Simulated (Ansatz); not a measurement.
# BaTe from a semilocal functional to hybrids

```xyz
2
Lattice="0.0000 3.4100 3.4100 3.4100 0.0000 3.4100 3.4100 3.4100 0.0000" Properties=species:S:1:pos:R:3 pbc="T T T"
Ba    3.4100    3.4100    3.4100
Te    0.0000    0.0000    0.0000
```

All runs: Ansatz, plane waves and PAW, scalar-relativistic (no spin–orbit coupling), 4×4×4 k-mesh, Gaussian smearing of 0.05 eV, no spin polarisation. Semilocal reference PBE: gap 1.42 eV, pressure 3.9 GPa. The hybrids carry no U.

**Question.** How do gap and pressure depend on the exact exchange?

**Answer.** 
```json
{"functional": "HSE06-type hybrid with an exact-exchange fraction of 0.2", "gap": "1.96 eV", "pressure (GPa)": "3.7", "cutoff (eV)": "420", "core-seconds": "37"}
{"functional": "HSE06-type hybrid with a screening parameter of 0.15 Å⁻¹", "gap": "2.24 eV", "pressure (GPa)": "3.7", "cutoff (eV)": "420", "core-seconds": "38"}
{"functional": "PBE0-type hybrid with an exact-exchange fraction taken as 1/ε∞", "gap": "2.25 eV", "pressure (GPa)": "3.8", "cutoff (eV)": "420", "core-seconds": "65"}
{"functional": "HSE06-type hybrid with a screening parameter of 0.1 Å⁻¹", "gap": "2.39 eV", "pressure (GPa)": "3.6", "cutoff (eV)": "420", "core-seconds": "38"}
{"functional": "revPBE0", "gap": "2.83 eV", "pressure (GPa)": "4.5", "cutoff (eV)": "420", "core-seconds": "37"}
{"functional": "PBE0-type hybrid with an exact-exchange fraction of 0.4", "gap": "3.59 eV", "pressure (GPa)": "3.6", "cutoff (eV)": "420", "core-seconds": "41"}
{"functional": "CAM-B3LYP", "gap": "4.76 eV", "pressure (GPa)": "4.9", "cutoff (eV)": "420", "core-seconds": "46"}
```

In the PBE0 form the gap grows almost linearly with the exact-exchange fraction, by 0.54 eV for each tenth. The dielectric-dependent PBE0 form takes the fraction 0.156 = 1/ε∞, that is ε∞ = 6.4. On shared hosts the hybrid runs at the reference's cutoff took roughly 21 to 37 times the core time of the semilocal one on the same mesh, with some more bands.

Caveats: core times come from shared hosts and scatter; functionals with much or all of the long-range exchange (Hartree–Fock, LC-wPBE, CAM-B3LYP) overshoot the gaps of most solids, bar the widest; gaps are read on a coarse mesh; stress loosely converged.

Exact exchange opens the gap of BaTe strongly but hardly changes the pressure. The valence top is mainly Te 5p and the conduction bottom largely Ba 5d, so nonlocal exchange lowers the filled anion states relative to the empty cation states. Its long-range part contributes visibly: weakening the screening from 0.15 to 0.1 Å⁻¹ raises the gap from 2.24 to 2.39 eV. The near-coincidence of the former value with the dielectric-dependent result shows that range and fraction can compensate, so a matching gap does not by itself validate either choice.

The pressure instead seems to follow the semilocal part of the functional. The PBE-based hybrids stay close to PBE, whereas revPBE0 and CAM-B3LYP give 4.5 and 4.9 GPa, probably because their semilocal exchange is more repulsive between closed-shell ions. The positive sign throughout means that every functional listed favours a larger cell. Spin–orbit splitting of the Te 5p states would raise the valence top and reduce all these gaps, so close agreement of any one of them with experiment could be partly fortuitous.
